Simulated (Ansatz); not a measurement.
CdS, DFT, PBE, all-electron LAPW, scalar-relativistic (Ansatz 0.2.0), run on 1 thread of Arm Neoverse V2 on a shared host.

The cell is COD entry 9008862, as deposited and not checked against the literature; nothing was relaxed. It differs from other determinations. The listed cell was then made from it by scaling, straining or moving an atom.

Command: `ansatz run input.yaml --threads 1 --pin off --max-ram 4096MiB --backend cpu --events-out ev --progress --plain --runs-dir out`

```yaml
crystal:
  lattice:
    - [4.1347992034, -0.020673996, -0.020673996]
    - [-2.0853038074, 3.5911781477, -0.0075672077]
    - [-0.033745, -0.033745, 6.749]
  atoms:
    - { symbol: Cd, position: [0.3333333333, 0.6666666667, 0.0] }
    - { symbol: Cd, position: [0.6666666667, 0.3333333333, 0.5] }
    - { symbol: S, position: [0.3333333333, 0.6666666667, 0.385] }
    - { symbol: S, position: [0.6666666667, 0.3333333333, 0.885] }
kpoints:
  mp_grid: { grid: [7, 7, 4] }
  band_path:
    path:
      - [0.0, 0.0, 0.0]
      - [0.0, 0.0, 0.5]
      - [-0.5, 0.5, 0.0]
      - [0.0, 0.0, 0.0]
      - [0.0, -0.5, 0.0]
      - [-0.5, 0.0, 0.5]
      - [0.0, 0.0, 0.0]
      - [-0.5, 0.0, 0.0]
      - [0.0, -0.5, 0.5]
    npoints: 5
scf:
  occupations: { method: fermi_dirac, width: 0.01 }
hamiltonian:
  xc: pbe
  pseudopotentials: { kind: all_electron, lapw: { basis_error: 0.001 } }
output:
  forces: true
  stress: true
  eigenvalues: true
```

How large is the problem that the program sets up?

99 irreducible k-points, 935 plane waves at Γ, 41 bands.

Estimate the wall time and the peak memory.

2.5 min of wall time for 10 SCF iterations, with a peak of 0.7 GiB. Times on shared machines scatter by tens of per cent.
